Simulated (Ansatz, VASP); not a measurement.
HfO2 in VASP and in Ansatz

```
Hf O
1.0
     0.00000    2.54881    2.54881
     2.54881    0.00000    2.54881
     2.54881    2.54881    0.00000
Hf O
1 2
Direct
  0.00000 0.00000 0.00000
  0.25000 0.25000 0.25000
  0.75000 0.75000 0.75000
```

Measurements of this composition are mostly on another form, of space group No. 14.

Alike in both runs: task single point; functional PBE; k mesh 9 × 9 × 9; occupations fermi-dirac, width 0.02 eV; no spin polarisation.

|  | VASP | Ansatz |
| --- | --- | --- |
| version | VASP 6.6.1 | Ansatz 0.2.0 |
| potentials or method | VASP PAW PBE potentials, release 64 (Hf_pv, O), cutoff 520 eV | all-electron LAPW, scalar-relativistic |

Ansatz gave:

* gap on the k mesh at the Fermi level (eV): 3.85
* pressure (GPa): 0.0

Problem. Which values does VASP return?

Solution. gap on the k mesh at the Fermi level (eV): 3.87; pressure (GPa): -3.6.

Ansatz ran all-electron here, so the differences hold the error of VASP's frozen core and of both bases.

Caveats: spin-orbit coupling is left out, which moves the levels of the heavy elements; an odd mesh through Γ misses points on the zone boundary, where band edges often lie. Expect the measured gap to be larger: semilocal functionals such as PBE lack the derivative discontinuity.
